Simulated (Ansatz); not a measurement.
Crystal: CuI (Marshite).

```
I Cu
1.0
     0.00000    3.03150    3.03150
     3.03150    0.00000    3.03150
     3.03150    3.03150    0.00000
I Cu
1 1
Direct
  0.00000 0.00000 0.00000
  0.75000 0.75000 0.75000
```

| Item | Value |
| --- | --- |
| Program | Ansatz 0.2.0 |
| Task | relaxation of cell and atoms |
| Functional | PBEsol |
| Dispersion | D4 |
| Potentials or basis | Ansatz PAW |
| Cutoff | 420 eV (not typed: the program's choice for these potentials) |
| k mesh | 8 × 8 × 8 |
| Occupations | fermi-dirac, width 0.05 eV |
| Spin | no spin polarisation |

At the start: volume 27.86 Å³/atom.

Q: Where does the relaxation end?

A: It ends after 4 steps and the volume is 25.55 Å³/atom (-8.3 %); space group F-43m (No. 216, to 0.05 Å).

The path:
```tsv
step	energy change (eV)	largest force (eV/Å)	volume (Å³)
1	0.0000	0.0000	55.72
2	-0.0606	0.0000	50.95
3	-0.0607	0.0000	51.10
4	-0.0591	0.0000	51.10
```

Final structure:
```cif
data_structure
_symmetry_space_group_name_H-M 'P 1'
_symmetry_Int_Tables_number 1
_cell_length_a 4.1653
_cell_length_b 4.1653
_cell_length_c 4.1653
_cell_angle_alpha 60.000
_cell_angle_beta 60.000
_cell_angle_gamma 60.000
_cell_volume 51.10
loop_
_atom_site_label
_atom_site_type_symbol
_atom_site_fract_x
_atom_site_fract_y
_atom_site_fract_z
_atom_site_occupancy
I1 I 0.00000 0.00000 0.00000 1
Cu1 Cu 0.75000 0.75000 0.75000 1
```

Caveat: the plane-wave basis is chosen anew once the cell has moved, so the energies of steps on either side of that aren't comparable; the PAW data sets come from PBE, with cores solved anew for the run's functional, which leaves a small shift of forces and pressure.
